**Question**

Aluminium is placed in the diamond structure, a hypothetical phase of a metal that is normally face-centred cubic. The cell was relaxed with the PBE functional. It was then given other volumes, or other functionals at the same volume, and in the last row both changes at once. A negative pressure means that the cell would shrink if it were released.

Ansatz 0.2.0, frozen-core PAW, scalar-relativistic, no spin polarisation: Al in the diamond structure, 27.64 Å³/atom in the base run, with PBE unless the row names another functional. The plane-wave cutoff is 420 eV (500 eV for r2SCAN), the k mesh 9 × 9 × 9 and the Fermi–Dirac smearing 0.08 eV. Pressure and stress are positive in compression.

```tsv
change from the base run	pressure (GPa)	stress xx (GPa)	stress zz (GPa)
base	0.00	0.00	0.00
volume scaled by 0.96	1.65	1.65	1.65
volume scaled by 0.98	0.78	0.78	0.78
volume scaled by 1.02	-0.71	-0.71	-0.71
volume scaled by 1.04	-1.35	-1.35	-1.35
functional lda	-1.84	-1.84	-1.84
functional pbesol	-0.99	-0.99	-0.99
functional r2scan	-0.38	-0.38	-0.38
functional r2scan, volume scaled by 1.04	-1.79	-1.79	-1.79
```

With r2SCAN and a volume 4% above the base, the solid is under almost the same tension as with LDA at the base volume: -1.79 against -1.84 GPa. Three explanations of the r2SCAN value are offered.

1. The functional causes the tension, as it does in LDA.
2. The functional adds a fixed pressure, and the expansion adds the same amount as it does in PBE.
3. The functional only moves the equilibrium volume. Measured from there, the solid follows the PBE curve.

(a) Decide between them. (b) Explain why functionals disagree about the pressure of one and the same cell. (c) Say what the two nearly equal tensions have in common.

**Model answer**

*(a) Which explanation holds?*

The pressure is a slope, P = -dF/dV, where F is the free energy and V the volume. What counts is therefore how a functional's energy changes with volume, not how deep it lies. The zero in the base row is built in, because PBE itself chose this cell. All other functionals are being tested at PBE's volume.

The first explanation fails on the row where r2SCAN is used without any expansion. There the pressure is only -0.38 GPa. The remaining 79% of the tension appears when the cell is stretched. The resemblance to LDA is a coincidence of two different changes.

To separate the other two explanations, we need to know how stretching works. In a metal the kinetic energy of the electrons pushes outward, while electrostatic attraction and exchange–correlation pull inward. At equilibrium they balance. The outward push depends more steeply on volume, so it wins on compression and loses on expansion. As the cell grows both contributions fade, and the solid becomes softer. This is why PBE gives 1.65 GPa for 4% compression but only -1.35 GPa for 4% expansion.

A simple model captures this softening. Let the bulk modulus, B = -V dP/dV, change linearly with pressure: B = B₀ + B′P. Here B₀ is its value at zero pressure and B′ its rate of change. Separating the variables and integrating from the equilibrium volume V₀ gives

P = (B₀/B′) [(V₀/V)^B′ - 1].

Fitted to the five PBE rows, the model gives B₀ ≈ 37 GPa and B′ ≈ 4, and it follows those rows to within the rounding of the table. The r2SCAN rows were not part of the fit.

The second explanation needs only a sum: -0.38 + (-1.35) = -1.73 GPa. The computed tension is stronger by 0.06 GPa, about 3% of its value.

The third explanation needs the curve, with B₀/B′ = 9.30 GPa:

- At the base volume, r2SCAN has (V₀/V)⁴ = 1 - 0.38/9.30 = 0.959. The cell is thus already about 1% larger than r2SCAN would like.
- A further 4% of volume divides this by 1.04⁴ = 1.170, which leaves 0.820.
- The pressure becomes 9.30 × (0.820 - 1) ≈ -1.67 GPa.

This misses by about 0.12 GPa, twice as much as the plain sum. The reason is instructive. If r2SCAN followed the PBE curve from a smaller equilibrium volume, the stretched cell would lie further out on the soft side, and the pressure would fall more slowly than in PBE. The calculation shows the opposite: over the same 4%, the pressure falls by 1.41 GPa in r2SCAN and by 1.35 GPa in PBE.

The second explanation therefore comes closest of the three, but it is an approximation. The inward pull that r2SCAN adds is not quite fixed: it grows as the cell expands. In other words, r2SCAN makes this solid slightly stiffer than PBE does over the same volumes. The cause of that stiffening is not tested here.

*(b) Why do functionals disagree about one cell?*

LDA treats each point as part of a uniform electron gas. PBE adds a correction that depends on the density gradient and, in its exchange part, lowers the energy where the density varies strongly. When a solid expands, the density between the atoms thins out and its relative variation grows. The correction then lowers the energy more and more as the volume grows, and an energy that falls with volume is an outward pressure. LDA lacks this push, so at PBE's volume it pulls inward.

This argument comes from theory, but PBEsol allows a rough test. Its gradient coefficient for exchange is about 0.12, compared with 0.22 in PBE and zero in LDA. If the pressure followed this coefficient linearly, PBEsol would give -1.84 × (1 - 0.12/0.22) ≈ -0.84 GPa. The computed value is -0.99 GPa, so the order is right and the size is roughly right. An exact match would be surprising, since PBEsol also changes the gradient term in correlation.

r2SCAN has no place on this one-parameter scale, because it also uses the kinetic-energy density of the orbitals. That it falls between PBEsol and PBE is a result of the calculation, not of the argument. Its small shift also deserves the most caution: LDA, PBEsol and r2SCAN were all run with atomic data files made for PBE, and an error from this source would weigh most on the smallest shift.

*(c) What do the two tensions share?*

Both cells are too large for their functional by about the same amount. Depending on whether the PBE curve is offset or shifted, LDA would prefer a volume 4.4 to 5.4% below the base. r2SCAN would prefer about 1% below, and its cell was then enlarged by 4%. In both cases the solid is held roughly 5% above its own equilibrium volume. For LDA this distance is inferred from the tension itself with PBE's stiffness, since LDA was run at one volume only. It is an interpretation, not an independent test.

The two cases differ in how that distance arose. In LDA the preferred volume moved away from the cell. In r2SCAN it was mostly the cell that moved away from the preferred volume.

The same reasoning carries over to a neighbouring case. Silicon in the diamond structure is much stiffer: it has one more valence electron per atom, which completes the filling of the bonding bands, and its atoms sit closer together. LDA prefers a smaller volume than PBE there too. For a given tension, however, the stiffer solid lies closer to its equilibrium volume, since the relative change in volume is roughly the pressure divided by the bulk modulus.

**Remarks on the reasoning**

The tempting explanation starts from two similar numbers and infers a common cause. What refutes it is a control: the same functional without the expansion. An answer that rejects the first explanation without citing that row has not shown its point.

The choice between the second and third explanations rests on differences of about a tenth of a GPa or less, so it is worth a second look. The free energies of the same runs give the mean pressure between the two volumes without using the stress at all. By that route r2SCAN pulls inward more than PBE by 0.41 GPa on average, between the 0.38 GPa at the base volume and the 0.44 GPa after expansion. The growing difference is thus not a slip in the stresses. Both routes share the same k-point mesh and atomic data, however, so their agreement says nothing about errors from those sources.

The claim that r2SCAN is stiffer rests on a single pair of rows. Both were run with a plane-wave cutoff of 500 eV, so the fall in pressure between them is not affected by a change of cutoff. The PBE rows use 420 eV, but their correction for the finite basis hardly changes with volume, so the different cutoff should matter little. A careful answer limits the claim to this structure and this range of volumes.

A good answer may add a practical consequence. Aluminium interconnects in chips are face-centred cubic, so these values do not apply to them. The rule does: a computed film stress means little until the cell is compared with the equilibrium volume of the same functional.

The printed output below gives the fit and the predictions of both models.

Printed output of the fit:

```
fit of P on 5 rows (f == 0): coefficient of (v**(-s) - 1) 9.299 +/- 0.0074, s 4; rms 0.00147, worst volume scaled by 0.98 0.00265, leave-one-out rms 0.00341
  rows outside the fit (model, value, miss): functional lda 0, -1.84, 1.84; functional pbesol 0, -0.99, 0.99; functional r2scan 0, -0.38, 0.38; functional r2scan, volume scaled by 1.04 -1.35, -1.79, 0.44
PBE bulk modulus at zero pressure from the fit, GPa: 37.2
PBE pressure at 4% compression over tension at 4% expansion, ratio: 1.222
r2SCAN at +4% volume less LDA at base volume, GPa: 0.05
share of the r2SCAN tension at +4% that comes from the expansion, %: 78.77
constant-offset prediction for r2SCAN at +4%, GPa: -1.73
constant-offset prediction less computed, GPa: 0.06
shifted-curve prediction for r2SCAN at +4%, GPa: -1.675
shifted-curve prediction less computed, GPa: 0.115
fall of pressure from base to +4% in PBE, GPa: 1.35
fall of pressure from base to +4% in r2SCAN, GPa: 1.41
r2SCAN fall larger than PBE fall over the same volumes, %: 4.444
r2SCAN fall larger than that of the shifted PBE curve, %: 8.881
r2SCAN less PBE at base volume, GPa: -0.38
r2SCAN less PBE at +4% volume, GPa: -0.44
r2SCAN less PBE, mean over the interval from free energies, GPa: -0.4066
PBEsol pressure interpolated in the exchange gradient coefficient (0 LDA, 0.12 PBEsol, 0.22 PBE), GPa: -0.8364
LDA contraction estimated with constant offset, %: 4.413
LDA contraction estimated with shifted curve, %: 5.363
PBEsol contraction estimated with constant offset, %: 2.498
PBEsol contraction estimated with shifted curve, %: 2.775
r2SCAN contraction estimated with shifted curve, %: 1.038
smearing part of the mean pressure from base to +4% in PBE, GPa: 0.07338
smearing part of the mean pressure from base to +4% in r2SCAN, GPa: 0.06178
```
